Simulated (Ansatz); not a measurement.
Runs of Ansatz 0.2.0 on CdO (Monteponite). The structure is cubic, space group Fm-3m (No. 225). Conventional cell: a = 4.699 Å, b = 4.699 Å, c = 4.699 Å, α = 90.00°, β = 90.00°, γ = 90.00°. Around Cd (site symmetry m-3m) lie 6 O at 2.35 Å. Around O (site symmetry m-3m) lie 6 Cd at 2.35 Å. 

```tsv
task	level	cell	k mesh	cutoff (eV)	smearing	gap on the mesh (eV)	pressure (GPa)	relaxed volume (Å³/atom)
relaxation of cell and atoms	PBEsol+D3(BJ)	relaxed	10 × 10 × 10	-	fermi-dirac 0.05 eV	-	0.0	12.62
single point	PBEsol	as given	10 × 10 × 10	306	gaussian 0.1 eV	none	-0.8	-
elastic constants	PBEsol	as given	7 × 7 × 7	326	fermi-dirac 0.05 eV	none	-0.7	-
relaxation of cell and atoms	LDA	relaxed	10 × 10 × 10	-	fermi-dirac 0.05 eV	-	0.0	(a)
band structure	PBEsol	as given	10 × 10 × 10	306	fermi-dirac 0.05 eV	-	-0.8	-
relaxation of cell and atoms	PBEsol	relaxed	10 × 10 × 10	-	fermi-dirac 0.05 eV	-	0.0	12.90
```

Alike in all rows: potentials or basis all-electron LAPW, scalar-relativistic; no spin polarisation; basis error allowed 0.001 eV/atom.

Question: Fill in the values left out.

Answer: (a) 12.44.

Caveats: this crystal is a semiconductor, whose small gap the functional closes, so the metal is an error of the method (some runs); the k mesh is thin for a metal, which can move the energy by tens of meV per atom (some runs); a metal's response needs a denser mesh (some runs); elastic constants of metals need much finer meshes, so these are rough (some runs).

A k mesh can miss the band edges, and the runs leave out spin-orbit coupling on Cd.

A gap of «none» marks a metal or a gap under the smearing width.

Runs at the PBE level aren't shown here.
